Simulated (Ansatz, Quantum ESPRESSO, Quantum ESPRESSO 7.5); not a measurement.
# Sn chain with one H atom in line: ballistic transmission

Wanted: the transmission near the Fermi level and the conductance of this junction: Sn chain with one H atom in line.

Main program and level: Quantum ESPRESSO 7.5; plane-wave DFT, PBE, GBRV ultrasoft pseudopotentials (cross-check by Ansatz 0.2.0 with PAW datasets).

## 1. Starting point

The cell holds 11 atoms: 10 Sn and 1 H. Its edges and angles: a = 7.500 Å, b = 7.500 Å, c = 27.977 Å, α = 90.0°, β = 90.0°, γ = 90.0°. Regions: left lead, 5 atoms (5 Sn); channel, 1 atom (1 H); right lead, 5 atoms (5 Sn). Vacuum lies along a and b. The structure is stacked along c, and the current runs across the ab planes.

## 2. Ground state

One periodic cell holds a stretch of lead, the junction and more lead; the atoms stay as built.

scf.in reads:

```
&control
  prefix = 'scf'
  outdir = './out'
  pseudo_dir = './pseudo'
  calculation = 'scf'
  tprnfor = .true.
/
&system
  ibrav = 0
  nat = 11
  ntyp = 2
  ecutwfc = 34
  ecutrho = 170
  occupations = 'smearing'
  smearing = 'mv'
  degauss = 0.01
/
&electrons
  conv_thr = 1e-07
  mixing_beta = 0.25
  electron_maxstep = 120
  mixing_mode = 'local-TF'
/
ATOMIC_SPECIES
  Sn  118.7100  sn_pbe_v1.4.uspp.F.UPF
  H   1.0080  h_pbe_v1.4.uspp.F.UPF
CELL_PARAMETERS angstrom
  7.50000000000000 0.00000000000000 0.00000000000000
  0.00000000000000 7.50000000000000 0.00000000000000
  0.00000000000000 0.00000000000000 27.97680000000000
ATOMIC_POSITIONS crystal
  Sn  0.500000000000 0.500000000000 0.000000000000
  Sn  0.500000000000 0.500000000000 0.098295730748
  Sn  0.500000000000 0.500000000000 0.196591461497
  Sn  0.500000000000 0.500000000000 0.294887192245
  Sn  0.500000000000 0.500000000000 0.393182922993
  H   0.500000000000 0.500000000000 0.450852134626
  Sn  0.500000000000 0.500000000000 0.508521346258
  Sn  0.500000000000 0.500000000000 0.606817077007
  Sn  0.500000000000 0.500000000000 0.705112807755
  Sn  0.500000000000 0.500000000000 0.803408538503
  Sn  0.500000000000 0.500000000000 0.901704269252
K_POINTS automatic
  1 1 3 0 0 0
```

Run with:

```
> OMP_NUM_THREADS=1 mpirun -n 2 pw.x -nk 1 -in scf.in > scf.out
```

Output:

```text
Program PWSCF v.7.5 starts
[citation notice left out]

     Parallel version (MPI & OpenMP), running on       2 processor cores
     Number of MPI processes:                 2
     Threads/MPI process:                     1

     MPI processes distributed on     1 nodes
[...]
Current dimensions of program PWSCF are:
     Max number of different atomic species (ntypx) = 10
     Max number of k-points (npk) =  40000
     Max angular momentum in pseudopotentials (lmaxx) =  4
     Message from routine setup:
     using ibrav=0 with symmetry is DISCOURAGED, use correct ibrav instead

     R & G space division:  proc/nbgrp/npool/nimage =       2
     Subspace diagonalization in iterative solution of the eigenvalue problem:
     a serial algorithm will be used

     Parallelization info
     --------------------
     sticks:   dense  smooth     PW     G-vecs:    dense   smooth      PW
     Min        1354    1088    276               198782   142202   18170
     Max        1355    1089    277               198801   142211   18177
     Sum        2709    2177    553               397583   284413   36347

     Using Slab Decomposition

     bravais-lattice index     =            0
     lattice parameter (alat)  =      14.1729  a.u.
     unit-cell volume          =   10619.8203 (a.u.)^3
     number of atoms/cell      =           11
     number of atomic types    =            2
     number of electrons       =       141.00
     number of Kohn-Sham states=           85
     kinetic-energy cutoff     =      34.0000  Ry
     charge density cutoff     =     170.0000  Ry
     scf convergence threshold =      1.0E-07
     mixing beta               =       0.2500
     number of iterations used =            8  local-TF  mixing
     Exchange-correlation=  SLA  PW   PBX  PBC
                           (   1   4   3   4   0   0   0)

     celldm(1)=  14.172946  celldm(2)=   0.000000  celldm(3)=   0.000000
     celldm(4)=   0.000000  celldm(5)=   0.000000  celldm(6)=   0.000000

     crystal axes: (cart. coord. in units of alat)
               a(1) = (   1.000000   0.000000   0.000000 )
               a(2) = (   0.000000   1.000000   0.000000 )
               a(3) = (   0.000000   0.000000   3.730240 )

     reciprocal axes: (cart. coord. in units 2 pi/alat)
               b(1) = (  1.000000  0.000000  0.000000 )
               b(2) = (  0.000000  1.000000  0.000000 )
               b(3) = (  0.000000  0.000000  0.268079 )

     PseudoPot. # 1 for Sn read from file:
     ./pseudo/sn_pbe_v1.4.uspp.F.UPF
     Pseudo is Ultrasoft + core correction, Zval = 14.0
     Generated by new atomic code, or converted to UPF format
     Using radial grid of  891 points,  6 beta functions with:
                l(1) =   0
                l(2) =   0
                l(3) =   1
                l(4) =   1
                l(5) =   2
                l(6) =   2
     Q(r) pseudized with  8 coefficients,  rinner =    1.350   1.350   1.350
                                                       1.350   1.350

     PseudoPot. # 2 for H  read from file:
     ./pseudo/h_pbe_v1.4.uspp.F.UPF
     Pseudo is Ultrasoft, Zval =  1.0
     Generated by new atomic code, or converted to UPF format
     Using radial grid of  615 points,  2 beta functions with:
                l(1) =   0
                l(2) =   0
     Q(r) pseudized with  8 coefficients,  rinner =    0.700

     atomic species   valence    mass     pseudopotential
     Sn               14.00   118.71000     Sn( 1.00)
     H                 1.00     1.00800     H ( 1.00)

      8 Sym. Ops. (no inversion) found

   Cartesian axes

     site n.     atom                  positions (alat units)
         1        Sn     tau(   1) = (   0.5000000   0.5000000   0.0000000  )
         2        Sn     tau(   2) = (   0.5000000   0.5000000   0.3666667  )
         3        Sn     tau(   3) = (   0.5000000   0.5000000   0.7333333  )
         4        Sn     tau(   4) = (   0.5000000   0.5000000   1.1000000  )
         5        Sn     tau(   5) = (   0.5000000   0.5000000   1.4666667  )
         6        H      tau(   6) = (   0.5000000   0.5000000   1.6817867  )
         7        Sn     tau(   7) = (   0.5000000   0.5000000   1.8969067  )
         8        Sn     tau(   8) = (   0.5000000   0.5000000   2.2635733  )
         9        Sn     tau(   9) = (   0.5000000   0.5000000   2.6302400  )
        10        Sn     tau(  10) = (   0.5000000   0.5000000   2.9969067  )
        11        Sn     tau(  11) = (   0.5000000   0.5000000   3.3635733  )

     number of k points=     2  Marzari-Vanderbilt smearing, width (Ry)=  0.0100
                       cart. coord. in units 2pi/alat
        k(    1) = (   0.0000000   0.0000000   0.0000000), wk =   0.6666667
        k(    2) = (   0.0000000   0.0000000   0.0893598), wk =   1.3333333

     Dense  grid:   397583 G-vectors     FFT dimensions: (  60,  60, 225)

     Smooth grid:   284413 G-vectors     FFT dimensions: (  54,  54, 200)

     Estimated max dynamical RAM per process >     887.51 MB

     Estimated total dynamical RAM >       1.73 GB

     Initial potential from superposition of free atoms

     starting charge     130.9995, renormalised to     141.0000

     negative rho (up, down):  1.392E-04 0.000E+00
     Starting wfcs are   91 randomized atomic wfcs

     total cpu time spent up to now is        3.4 secs

     per-process dynamical memory:   236.5 Mb

     Self-consistent Calculation

     iteration #  1     ecut=    34.00 Ry     beta= 0.25
     Davidson diagonalization with overlap
     ethr =  1.00E-02,  avg # of iterations =  3.0

     negative rho (up, down):  1.274E-01 0.000E+00

     total cpu time spent up to now is       14.2 secs

     total energy              =   -1596.33976590 Ry
     estimated scf accuracy    <      11.46288451 Ry

     iteration #  2     ecut=    34.00 Ry     beta= 0.25
[...]
negative rho (up, down):  1.789E+00 0.000E+00

[...]
total energy              =   -1588.65342305 Ry
     estimated scf accuracy    <       9.84987567 Ry

     iteration #  3     ecut=    34.00 Ry     beta= 0.25
[...]
negative rho (up, down):  7.435E-01 0.000E+00

[...]
total energy              =   -1591.38161341 Ry
     estimated scf accuracy    <       5.65973722 Ry

     iteration #  4     ecut=    34.00 Ry     beta= 0.25
[...]
negative rho (up, down):  1.009E+00 0.000E+00

[...]
total energy              =   -1592.34010220 Ry
     estimated scf accuracy    <       0.85684754 Ry

     iteration #  5     ecut=    34.00 Ry     beta= 0.25
[...]
negative rho (up, down):  6.192E-01 0.000E+00

[...]
total energy              =   -1592.32446342 Ry
     estimated scf accuracy    <       0.28069849 Ry

     iteration #  6     ecut=    34.00 Ry     beta= 0.25
[...]
negative rho (up, down):  3.385E-01 0.000E+00

[...]
total energy              =   -1592.39301465 Ry
     estimated scf accuracy    <       0.17251976 Ry

     iteration #  7     ecut=    34.00 Ry     beta= 0.25
[...]
negative rho (up, down):  1.064E-01 0.000E+00

[...]
total energy              =   -1592.31394269 Ry
     estimated scf accuracy    <       0.12452261 Ry

     iteration #  8     ecut=    34.00 Ry     beta= 0.25
[...]
negative rho (up, down):  6.447E-02 0.000E+00

[...]
total energy              =   -1592.33849512 Ry
     estimated scf accuracy    <       0.00243991 Ry

     iteration #  9     ecut=    34.00 Ry     beta= 0.25
[...]
negative rho (up, down):  6.780E-03 0.000E+00

[...]
total energy              =   -1592.33728119 Ry
     estimated scf accuracy    <       0.00112538 Ry

     iteration # 10     ecut=    34.00 Ry     beta= 0.25
[...]
negative rho (up, down):  3.849E-03 0.000E+00

[...]
total energy              =   -1592.33725030 Ry
     estimated scf accuracy    <       0.00009078 Ry

     iteration # 11     ecut=    34.00 Ry     beta= 0.25
[...]
negative rho (up, down):  8.098E-04 0.000E+00

[...]
total energy              =   -1592.33716625 Ry
     estimated scf accuracy    <       0.00003498 Ry

     iteration # 12     ecut=    34.00 Ry     beta= 0.25
[...]
negative rho (up, down):  1.455E-07 0.000E+00

[...]
total energy              =   -1592.33715831 Ry
     estimated scf accuracy    <       0.00002024 Ry

     iteration # 13     ecut=    34.00 Ry     beta= 0.25
[...]
negative rho (up, down):  1.129E-06 0.000E+00

[...]
total energy              =   -1592.33715837 Ry
     estimated scf accuracy    <       0.00000761 Ry

     iteration # 14     ecut=    34.00 Ry     beta= 0.25
[...]
negative rho (up, down):  8.755E-06 0.000E+00

[...]
total energy              =   -1592.33716024 Ry
     estimated scf accuracy    <       0.00000119 Ry

     iteration # 15     ecut=    34.00 Ry     beta= 0.25
[...]
negative rho (up, down):  5.656E-06 0.000E+00

[...]
total energy              =   -1592.33716028 Ry
     estimated scf accuracy    <       0.00000019 Ry

     iteration # 16     ecut=    34.00 Ry     beta= 0.25
[...]
negative rho (up, down):  4.325E-06 0.000E+00

[...]
End of self-consistent calculation

          k = 0.0000 0.0000 0.0000 ( 35499 PWs)   bands (ev):

   -23.6166 -23.4145 -23.4101 -23.2663 -23.2193 -23.2019 -23.2019 -23.1644
   -23.1644 -23.1254 -23.1246 -23.1217 -23.1215 -23.1093 -23.1093 -23.0766
   -23.0766 -23.0460 -23.0460 -23.0344 -23.0099 -23.0099 -23.0092 -23.0092
   -22.9926 -22.9917 -22.9762 -22.9758 -22.9740 -22.9740 -22.9472 -22.9467
   -22.9459 -22.9459 -22.9243 -22.9240 -22.9239 -22.9236 -22.9206 -22.9123
   -22.9123 -22.8805 -22.8805 -22.8423 -22.8423 -22.8206 -22.8206 -22.7962
   -22.7094 -22.6446 -11.3356  -9.9833  -9.8568  -9.4988  -9.2721  -8.5200
    -8.3174  -7.0795  -6.9055  -5.2218  -4.9887  -2.8276  -2.5215  -2.5215
    -2.5104  -2.3240  -2.3240  -2.2835  -2.2835  -1.6993  -1.6993  -1.6520
    -1.6520  -0.7543  -0.7543  -0.6097  -0.6097  -0.0496   0.2359   0.4419
     0.4419   0.6423   0.6423   1.3549   1.3550

          k = 0.0000 0.0000 0.0894 ( 35582 PWs)   bands (ev):

   -23.6164 -23.4350 -23.3729 -23.3080 -23.2020 -23.2020 -23.1826 -23.1652
   -23.1652 -23.1255 -23.1248 -23.1218 -23.1216 -23.1090 -23.1090 -23.0788
   -23.0788 -23.0578 -23.0442 -23.0442 -23.0100 -23.0100 -23.0095 -23.0093
   -22.9927 -22.9918 -22.9763 -22.9759 -22.9752 -22.9752 -22.9473 -22.9469
   -22.9461 -22.9461 -22.9243 -22.9242 -22.9241 -22.9238 -22.9108 -22.9108
   -22.9008 -22.8824 -22.8824 -22.8420 -22.8420 -22.8211 -22.8211 -22.8097
   -22.7031 -22.6458 -11.3356  -9.9950  -9.8163  -9.5915  -9.1249  -8.7696
    -8.0080  -7.5065  -6.4164  -5.7858  -4.4106  -3.4674  -2.4995  -2.4995
    -2.4215  -2.4215  -2.1398  -2.1398  -1.9262  -1.9262  -1.7954  -1.3875
    -1.3875  -1.0462  -1.0462  -0.8487  -0.2964  -0.2964   0.1354   0.1354
     0.9083   0.9084   0.9499   1.3107   1.3650

     the Fermi energy is    -1.7341 ev

!    total energy              =   -1592.33715946 Ry
     estimated scf accuracy    <       0.00000006 Ry
     smearing contrib. (-TS)   =       0.00014230 Ry
     internal energy E=F+TS    =   -1592.33730176 Ry

     The total energy is F=E-TS. E is the sum of the following terms:
     one-electron contribution =   -1769.40246691 Ry
     hartree contribution      =     923.61034945 Ry
     xc contribution           =    -429.49278507 Ry
     ewald contribution        =    -317.05239923 Ry

     convergence has been achieved in  16 iterations

     negative rho (up, down):  4.325E-06 0.000E+00

     Forces acting on atoms (cartesian axes, Ry/au):

     atom    1 type  1   force =     0.00000000    0.00000000    0.00608851
     atom    2 type  1   force =     0.00000000    0.00000000    0.00127643
     atom    3 type  1   force =     0.00000000    0.00000000   -0.00703128
     atom    4 type  1   force =     0.00000000    0.00000000    0.00327341
     atom    5 type  1   force =     0.00000000    0.00000000   -0.13341311
     atom    6 type  2   force =     0.00000000    0.00000000    0.00000309
     atom    7 type  1   force =     0.00000000    0.00000000    0.13341665
     atom    8 type  1   force =     0.00000000    0.00000000   -0.00325774
     atom    9 type  1   force =     0.00000000    0.00000000    0.00700369
     atom   10 type  1   force =     0.00000000    0.00000000   -0.00126258
     atom   11 type  1   force =     0.00000000    0.00000000   -0.00609706

     Total force =     0.189199     Total SCF correction =     0.000969

[...]
=------------------------------------------------------------------------------=
   JOB DONE.
=------------------------------------------------------------------------------=
```

It took 2.6 min on 2 MPI ranks of Arm Neoverse V2, shared host; peak memory 1.7 GiB.

Read from the output:

| Quantity | Value |
| --- | --- |
| free energy | -21664.8507 eV |
| Fermi energy | -1.734 eV |

The program's own clock; routines nest. Time by routine:

```
   routine  wall time (s)  calls
     PWSCF          158.2      1
 electrons          152.7      1
   c_bands          102.6     16
   cegterg          100.9     32
     h_psi          64.59    165
      fftw          53.11  17356
  vloc_psi          48.15    165
  sum_band          23.58     16
   mix_rho          14.04     16
    calbec          11.47    205
      newd          10.88     17
      ffts           8.37   1878
add_vuspsi           7.95    165
     s_psi           7.91    165
```

The run needed 16 iterations to bring the estimated error under 1e-07 Ry; the largest force on any atom, held or free, is 3.43 eV/Å.

(Part 1 of 4 ends here.)

[Logs are printed without paths, hosts, clocks, repeated set-up lines and the standing remarks that a program may print on its own settings, such as how far it seeks lower states.]

[Hosts, paths, dates, database ids (printed as entryN), source tags and the programs' standing remarks are cut or masked in the printed files.]

[Maps of the electrostatic potential energy from Ansatz leave out the sawtooth potential of an applied field or a dipole correction, so their vacuum need not be flat; planar profiles and work functions include it.]
